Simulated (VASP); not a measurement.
# Mg (P6_3/mmc) in VASP: further runs

Aim: see how the results for Mg move with the level of theory and the settings. Levels: PBE, r2SCAN. Tasks: electric field gradients.

All numbers are computed with VASP 6.6.1; they aren't measurements. Logs are shortened: lines on timing, memory, paths and dates and some standing lists are left out, and cuts for length are marked.

### 1 Starting point

It takes space group P6_3/mmc (No. 194, hexagonal). Conventional cell: a = 3.209 Å, b = 3.209 Å, c = 5.210 Å, α = 90.00°, β = 90.00°, γ = 120.00°. Mg (site symmetry -6m2) is surrounded by 12 Mg at 3.20 to 3.21 Å.

### 2 Electric field gradients, PBE

INCAR

```
ALGO = Normal
EDIFF = 1E-7
ENCUT = 520
GGA = PE
ISIF = 2
ISMEAR = -1
LASPH = T
LCHARG = F
LEFG = T
LREAL = F
LWAVE = F
NELM = 80
PREC = Accurate
SIGMA = 0.05
```

KPOINTS

```
k-points
0
Gamma
  12 12 7
```

POSCAR

```
Mg
1.0
    3.2093000000      0.0000000000      0.0000000000
   -1.6046500000      2.7793353284      0.0000000000
    0.0000000000      0.0000000000      5.2103000000
Mg
2
Direct
    0.3333333333      0.6666666667      0.2500000000
    0.6666666667      0.3333333333      0.7500000000
```

Potentials or basis: VASP PAW PBE potentials, release 64 (Mg).

Started as:

```bash
cat potpaw_PBE.64/Mg/POTCAR > POTCAR
mpirun -np 1 vasp_std > vasp.out
```

OUTCAR:

```text
EDIFF = 1E-7
   ENCUT = 520
   GGA = PE
   ISIF = 2
   ISMEAR = -1
   LASPH = T
   LREAL = F
   NELM = 80
   PREC = Accurate

 ion  position               nearest neighbor table
   1  0.333  0.667  0.250-   2 3.20   2 3.20   2 3.20   2 3.20   2 3.20   2 3.20
   2  0.667  0.333  0.750-   1 3.20   1 3.20   1 3.20   1 3.20   1 3.20   1 3.20

  LATTYP: Found a hexagonal cell.
 ALAT       =     3.2093000000
 C/A-ratio  =     1.6235004518

  Lattice vectors:

 A1 = (   3.2093000000,   0.0000000000,   0.0000000000)
 A2 = (  -1.6046500000,   2.7793353284,   0.0000000000)
 A3 = (   0.0000000000,   0.0000000000,   5.2103000000)

Analysis of symmetry for initial positions (statically):
=====================================================================
 Subroutine PRICEL returns:
 Original cell was already a primitive cell.

 Routine SETGRP: Setting up the symmetry group for a
 hexagonal supercell.

 Subroutine GETGRP returns: Found 24 space group operations
 (whereof 12 operations were pure point group operations)
 out of a pool of 24 trial point group operations.

The static configuration has the point symmetry D_3d.
 The point group associated with its full space group is D_6h.

Analysis of symmetry for dynamics (positions and initial velocities):
=====================================================================
 Subroutine PRICEL returns:
 Original cell was already a primitive cell.

 Routine SETGRP: Setting up the symmetry group for a
 hexagonal supercell.

 Subroutine GETGRP returns: Found 24 space group operations
 (whereof 12 operations were pure point group operations)
 out of a pool of 24 trial point group operations.

The dynamic configuration has the point symmetry D_3d.
 The point group associated with its full space group is D_6h.

 Subroutine INISYM returns: Found 24 space group operations
 (whereof 12 operations are pure point group operations),
 and found     1 'primitive' translations

----------------------------------------------------------------------------------------

                                     Primitive cell

  volume of cell :      46.4744

  direct lattice vectors                    reciprocal lattice vectors
     3.209300000  0.000000000  0.000000000     0.311594429  0.179899127  0.000000000
    -1.604650000  2.779335328  0.000000000     0.000000000  0.359798255  0.000000000
     0.000000000  0.000000000  5.210300000     0.000000000  0.000000000  0.191927528

  length of vectors
     3.209300000  3.209300000  5.210300000     0.359798255  0.359798255  0.191927528

  position of ions in fractional coordinates (direct lattice)
     0.333333333  0.666666667  0.250000000
     0.666666667  0.333333333  0.750000000

  ion indices of the primitive-cell ions
   primitive index   ion index
                 1           1
                 2           2

----------------------------------------------------------------------------------------

 KPOINTS: k-points

Automatic generation of k-mesh.
 Grid dimensions read from file:
 generate k-points for:   12   12    7

 Generating k-lattice:

  Cartesian coordinates                     Fractional coordinates (reciprocal lattice)
     0.025966202  0.014991594  0.000000000     0.083333333 -0.000000000  0.000000000
     0.000000000  0.029983188  0.000000000     0.000000000  0.083333333  0.000000000
     0.000000000  0.000000000  0.027418218     0.000000000  0.000000000  0.142857143

  Length of vectors
     0.029983188  0.029983188  0.027418218

  Shift w.r.t. Gamma in fractional coordinates (k-lattice)
     0.000000000  0.000000000  0.000000000

 Subroutine IBZKPT returns following result:
 ===========================================

 Found     76 irreducible k-points:

 Following reciprocal coordinates:
            Coordinates               Weight
  0.000000  0.000000  0.000000      1.000000
  0.083333  0.000000  0.000000      6.000000
  0.166667  0.000000  0.000000      6.000000
  0.250000  0.000000  0.000000      6.000000
  0.333333  0.000000  0.000000      6.000000
  0.416667  0.000000  0.000000      6.000000
[... 16 lines left out ...]
  0.250000  0.000000  0.142857     12.000000
  0.333333  0.000000  0.142857     12.000000
 [... further k-points ...]
   k-points           NKPTS =     76   k-points in BZ     NKDIM =     76   number of bands    NBANDS=      6
   number of dos      NEDOS =    301   number of ions     NIONS =      2
   total plane-waves  NPLWV =  23040
   dimension x,y,z NGX =    24 NGY =   24 NGZ =   40
   dimension x,y,z NGXF=    48 NGYF=   48 NGZF=   80
   ions per type =               2
   NGX,Y,Z   is equivalent  to a cutoff of  12.43, 12.43, 12.76 a.u.
   NGXF,Y,Z  is equivalent  to a cutoff of  24.86, 24.86, 25.53 a.u.
 SYSTEM =  unknown system
   PREC   = accura    normal or accurate (medium, high low for compatibility)
   ISTART =      0    job   : 0-new  1-cont  2-samecut
   ICHARG =      2    charge: 1-file 2-atom 10-const
   ISPIN  =      1    spin polarized calculation?
   LNONCOLLINEAR =      F non collinear calculations
   LSORBIT =      F    spin-orbit coupling
   LASPH  =      T    aspherical Exc in radial PAW
   ENCUT  =  520.0 eV  38.22 Ry    6.18 a.u.   5.97  5.97  9.69*2*pi/ulx,y,z
   NELM   =     80;   NELMIN=  2; NELMDL= -5     # of ELM steps
   EDIFF  = 0.1E-06   stopping-criterion for ELM
   LREAL  =      F    real-space projection
   EDIFFG = 0.1E-05   stopping-criterion for IOM
   NSW    =      0    number of steps for IOM
   IBRION =     -1    ionic relax: 0-MD 1-quasi-New 2-CG
   NFREE  =      0    steps in history (QN), initial steepest desc. (CG)
   ISIF   =      2    stress and relaxation
   ISYM   =      2    0-nonsym 1-usesym 2-fastsym
   POTIM  = 0.5000    time-step for ionic-motion
   TEBEG  =    0.0;   TEEND  =   0.0 temperature during run
   PSTRESS=    0.0 pullay stress
   NELECT =       4.0000    total number of electrons
   NUPDOWN=      -1.0000    fix difference up-down
   EMIN   =  10.00;   EMAX   =-10.00  energy-range for DOS
   EFERMI =   0.00;   METHOD = LEGACY
   ISMEAR =    -1;   SIGMA  =   0.05  broadening in eV -4-tet -1-fermi 0-gaus
   EFERMI_NEDOS =   21; number of points for ismear=-14 and -15
   IALGO  =     38    algorithm
   IMIX   =      4    mixing-type and parameters
     AMIX     =   0.40;   BMIX     =  1.00
     AMIX_MAG =   1.60;   BMIX_MAG =  1.00
  volume/ion in A,a.u.               =      23.24       156.81
  Fermi-wavevector in a.u.,A,eV,Ry     =   0.722809  1.365911  7.108401  0.522453
  Thomas-Fermi vector in A             =   1.812866
   LORBIT       =      0    0 simple, 1 ext, 2 COOP (PROOUT), +10 PAW based schemes
   GGA     = PE    functional components
   LHFCALC =     F    Hartree Fock is set to
   AEXX    =    0.0000 exact exchange contribution
   IVDW    =     0    specifies the selected vdW correction
   LEPSILON=     F    determine dielectric tensor
   LRPA    =     F    only Hartree local field effects (RPA)
 non-spin polarized calculation
  energy-cutoff  :      520.00
  volume of cell :       46.47
 maximum number of plane-waves:      1281
 NGX is ok and might be reduce to    24
   NGX = 11   NGY = 11   NGZ = 19

 number of electron       4.0000000 magnetization

 Free energy of the ion-electron system (eV)
  ---------------------------------------------------
  ext. energy  EPLUGINS =         0.00000000
  ---------------------------------------------------
  free energy    TOTEN  =        -3.01473463 eV

  energy without entropy =       -3.00724753  energy(sigma->0) =       -3.01099108

 E-fermi :   2.5165     XC(G=0):  -8.4537

 val. band max:        2.4825901746   @ k =   0.3333   0.1667   0.1429
 cond. band min:       2.5220228039   @ k =   0.2500   0.0833   0.0000
 fundamental gap:      0.0394326292
 Fermi energy:         2.5164882403

 k-point     1 :       0.0000    0.0000    0.0000
  band No.  band energies     occupation
      1      -4.3090      2.00000
      2       0.9070      2.00000
      3       1.3283      2.00000
      4      13.4391      0.00000
      5      13.4508      0.00000
      6      13.5283      0.00000

 k-point     2 :       0.0833    0.0000    0.0000
  band No.  band energies     occupation
      1      -4.1734      2.00000
      2       1.0311      2.00000
      3       1.4603      2.00000
      4      11.1693      0.00000
      5      12.2312      0.00000
      6      13.0407      0.00000

 k-point     3 :       0.1667    0.0000    0.0000
  band No.  band energies     occupation
      1      -3.7678      2.00000
      2       1.4034      2.00000
      3       1.8513      2.00000
      4       8.6618      0.00000
      5      11.2048      0.00000
      6      11.8371      0.00000

 k-point     4 :       0.2500    0.0000    0.0000
  band No.  band energies     occupation
      1      -3.0956      2.00000
      2       2.0247      1.99989
      3       2.4788      1.36028
      4       6.3428      0.00000
      5      10.4075      0.00000
      6      10.5405      0.00000

 k-point     5 :       0.3333    0.0000    0.0000
  band No.  band energies     occupation
      1      -2.1623      2.00000
      2       2.8951      0.00103
      3       3.1481      0.00001
      4       4.4379      0.00000
      5       8.9115      0.00000
      6       9.0726      0.00000
[... 136 lines left out ...]
 k-point    21 :       0.0833    0.0000    0.1429
  band No.  band energies     occupation
      1      -4.0602      2.00000
      2      -0.1805      2.00000
      3       2.8681      0.00176
      4      11.2484      0.00000
      5      12.3243      0.00000
      6      12.9363      0.00000

 k-point    22 :       0.1667    0.0000    0.1429
  band No.  band energies     occupation
      1      -3.6550      2.00000
      2       0.2070      2.00000
      3       3.2408      0.00000
      4       8.7601      0.00000
      5      11.2996      0.00000
      6      11.6673      0.00000

 k-point    23 :       0.2500    0.0000    0.1429
  band No.  band energies     occupation
      1      -2.9835      2.00000
      2       0.8476      2.00000
      3       3.8333      0.00000
      4       6.4591      0.00000
      5       9.7683      0.00000
      6      10.5027      0.00000

 k-point    24 :       0.3333    0.0000    0.1429
  band No.  band energies     occupation
      1      -2.0513      2.00000
      2       1.7231      2.00000
      3       4.0070      0.00000
      4       5.0395      0.00000
      5       7.7902      0.00000
      6       9.9345      0.00000

 [... further k-points ...]

------------------------ aborting loop because EDIFF is reached ----------------------------------------

  FORCE on cell =-STRESS in cart. coord.  units (eV):
  Direction    XX          YY          ZZ          XY          YZ          ZX
  --------------------------------------------------------------------------------------
  -------------------------------------------------------------------------------------
  Total       -0.0904556     -0.0904556     -0.3409815      0.0000000      0.0000000      0.0000000
  in kB       -3.1184011     -3.1184011    -11.7551300      0.0000000      0.0000000      0.0000000
  external PRESSURE =      -5.9973107 kB  Pullay stress =       0.0000000 kB

 VOLUME and BASIS-vectors are now :
 -----------------------------------------------------------------------------
  energy-cutoff  :      520.00
  volume of cell :       46.47
      direct lattice vectors                 reciprocal lattice vectors
     3.209300000  0.000000000  0.000000000     0.311594429  0.179899127  0.000000000
    -1.604650000  2.779335328  0.000000000     0.000000000  0.359798255  0.000000000
     0.000000000  0.000000000  5.210300000     0.000000000  0.000000000  0.191927528

 POSITION                                       TOTAL-FORCE (eV/Angst)
 -----------------------------------------------------------------------------------
     -0.00000      1.85289      1.30258        -0.000000      0.000000      0.000000
      1.60465      0.92645      3.90773         0.000000     -0.000000      0.000000
 -----------------------------------------------------------------------------------
    total drift:                                0.000000     -0.000000      0.000000

  FREE ENERGIE OF THE ION-ELECTRON SYSTEM (eV)
  ---------------------------------------------------
  free  energy   TOTEN  =        -3.0147346345 eV

  energy  without entropy=       -3.0072475338  energy(sigma->0) =       -3.01099108

 Electric field gradients (V/A^2)
---------------------------------------------------------------------
 ion       V_xx      V_yy      V_zz      V_xy      V_xz      V_yz
---------------------------------------------------------------------
   1      -0.570    -0.570     1.140    -0.000    -0.000     0.000
   2      -0.570    -0.570     1.140    -0.000     0.000    -0.000
---------------------------------------------------------------------

 Electric field gradients after diagonalization (V/A^2)
 (convention: |V_zz| > |V_xx| > |V_yy|)
----------------------------------------------------------------------
 ion       V_xx      V_yy      V_zz     asymmetry (V_yy - V_xx)/ V_zz
----------------------------------------------------------------------
   1      -0.570    -0.570     1.140       0.000
   2      -0.570    -0.570     1.140       0.000
----------------------------------------------------------------------

           NMR quadrupolar parameters

 Cq : quadrupolar parameter    Cq=e*Q*V_zz/h
 eta: asymmetry parameters     (V_yy - V_xx)/ V_zz
 Q  : nuclear electric quadrupole moment in mb (millibarn)
----------------------------------------------------------------------
 ion       Cq(MHz)       eta       Q (mb)
----------------------------------------------------------------------
   1       0.003       0.000       1.000
   2       0.003       0.000       1.000
----------------------------------------------------------------------
```

It took 9.1 s on 1 thread of Intel Xeon 6975P-C (Granite Rapids), shared host; peak memory 0.16 GiB.

What came out:

```yaml
Free_energy: -3.0147 eV
Pressure: -0.6 GPa
Band_gap_on_the_k_mesh: none (metal or under the smearing width)
```

Levels at points of the mesh, in eV from the Fermi level:
| k point | band 1 | band 2 | band 3 | band 4 | band 5 | band 6 |
| --- | --- | --- | --- | --- | --- | --- |
| (0.00, 0.00, 0.00) | -6.83 | -1.61 | -1.19 | 10.92 | 10.93 | 11.01 |
| (0.50, 0.00, 0.00) | -2.07 | -2.07 | 2.70 | 3.07 | 3.30 | 3.71 |

Electric field gradients, principal values (V/Å²):
```
atom     Vxx     Vyy    Vzz
1 Mg  -0.570  -0.570  1.140
2 Mg  -0.570  -0.570  1.140
```

(Part 1 of 2 ends here.)
